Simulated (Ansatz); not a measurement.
## TiCo3: single point with PBEsol

The system is TiCo3.

```
Co Ti
1.0
     3.57100    0.00000    0.00000
     0.00000    3.57100    0.00000
     0.00000    0.00000    3.57100
Co Ti
3 1
Direct
  0.50000 0.50000 0.00000
  0.50000 0.00000 0.50000
  0.00000 0.50000 0.50000
  0.00000 0.00000 0.00000
```

| Property | Result |
| --- | --- |
| Program | Ansatz 0.2.0 |
| Task | single point |
| Functional | PBEsol |
| Potentials or basis | Ansatz PAW |
| Cutoff | 420 eV (not typed: the program's choice for these potentials) |
| k mesh | 8 × 8 × 8 |
| Occupations | fermi-dirac, width 0.05 eV |
| Spin | collinear spin, ferromagnetic start |
| Starting moments | [3.5, 3.5, 3.5, 2.5] μB |

- Pressure: -3.9 GPa
- Band gap on the k mesh: none (metal or under the smearing width)
- Net moment: 2.50 μB per cell
- Absolute moment: 3.58 μB per cell
- Site moments: Co +1.01; Ti -0.32 μB

Levels at points of the mesh, in eV from the Fermi level:
Spin up:
```
              k point  band 30  band 31  band 32  band 33  band 34  band 35  band 36  band 37
   (0.00, 0.00, 0.00)     0.07     0.07     0.07     2.30     2.30     3.13     3.13     3.13
  (0.00, 0.00, -0.50)    -1.10    -1.10    -0.64     0.07     1.11     1.11     1.70     2.52
 (0.00, -0.50, -0.50)    -1.49    -1.42    -0.95    -0.87     1.64     1.64     1.65     1.65
(-0.50, -0.50, -0.50)    -0.17    -0.17    -0.17     0.68     0.68     0.68     1.86     1.86
```
Spin down:
```
              k point  band 28  band 29  band 30  band 31  band 32  band 33
   (0.00, 0.00, 0.00)     0.40     1.00     1.18     1.18     1.18     2.69
  (0.00, 0.00, -0.50)    -0.35    -0.22    -0.22    -0.04     0.59     1.18
 (0.00, -0.50, -0.50)    -1.27    -0.41    -0.35    -0.35    -0.07     0.09
(-0.50, -0.50, -0.50)    -0.76    -0.23     0.59     0.59     0.59     0.99
```

Wall time 7.5 s on 2 threads of Arm Neoverse V2 (shared host), peak memory 0.48 GiB.

Caveat: the PAW data sets come from PBE, with cores solved anew for the run's functional, which leaves a small shift of forces and pressure; the starting moments weren't kept.
